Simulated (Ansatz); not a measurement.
## TiAl$_{3}$: what the smearing entropy tells about the Fermi level

Method: Ansatz 0.2.0, DFT PBE, scalar-relativistic, plane waves, PAW.

```
Ti Al
1.0
     2.83968    0.00000    0.00000
     0.00000    4.68126    0.00000
     0.00000    0.00000    4.90074
Ti Al
1 3
Direct
  0.00000 0.50000 0.16592
  0.50000 0.50000 0.66727
  0.50000 0.00000 0.33091
  0.00000 0.00000 0.83590
```

```json
{
 "plane-wave cutoff": "420 eV",
 "Γ-centred k-mesh": "14×10×10",
 "spin treatment": "unpolarised"
}
```

The same metal under several smearings of width σ, on one mesh. F is the free energy, TS the smearing's entropy term for the cell of 4 atoms, and E = F + TS. Gaussian occupations are ½ erfc[(ε − μ)/σ], and N counts both spins.

```csv
rule,σ (eV),F − F(narrowest) (meV/atom),TS (meV/cell)
Fermi–Dirac,0.02,-0.328,3.406
Gaussian,0.02,0.000,0.344
Gaussian,0.05,-0.297,3.201
Gaussian,0.1,-1.584,14.019
Gaussian,0.2,-6.830,55.410
```

Task: For a density of states N (both spins) that is flat over the smeared range, TS = Nσ²/2 (Gaussian) and (π²/3)Nσ² (Fermi–Dirac). What N does each run give?

Result:
| rule | σ (eV) | N (states/eV a cell) |
| --- | --- | --- |
| Fermi–Dirac | 0.02 | 2.59 |
| Gaussian | 0.02 | 1.72 |
| Gaussian | 0.05 | 2.56 |
| Gaussian | 0.1 | 2.80 |
| Gaussian | 0.2 | 2.77 |

Equal entropy needs σ_Gauss = π√(2/3) σ_FD = 2.57 σ_FD, so a Fermi–Dirac width acts like a Gaussian one 2.57 times as large. At moderate widths N lies between 2.56 and 2.80, nearly constant, so the density of states is smooth near the Fermi level and the mesh resolves it. At the narrowest widths only the few mesh levels within σ of μ count, so N can scatter there.

Task: To second order F = E0 − TS/2 and E = E0 + TS/2. How well does E0 = (E + F)/2 undo the smearing?

Result:
| rule | σ (eV) | F − E0(narrowest) (meV/atom) | (E + F)/2 − E0(narrowest) (meV/atom) |
| --- | --- | --- | --- |
| Fermi–Dirac | 0.02 | -0.37 | 0.06 |
| Gaussian | 0.02 | -0.04 | 0.00 |
| Gaussian | 0.05 | -0.34 | 0.06 |
| Gaussian | 0.1 | -1.63 | 0.13 |
| Gaussian | 0.2 | -6.87 | 0.05 |

At Gaussian 0.2 eV the free energy is off by -6.87 meV/atom and the mean by 0.05. What remains is of order σ⁴ plus the mesh error of the narrowest run, which is no exact reference. Forces and stress are derivatives of F, not of E0, so they keep the σ² error.

This form isn't the usual stable structure of the compound.

8 further runs of this set aren't shown, and 1 didn't finish or converge.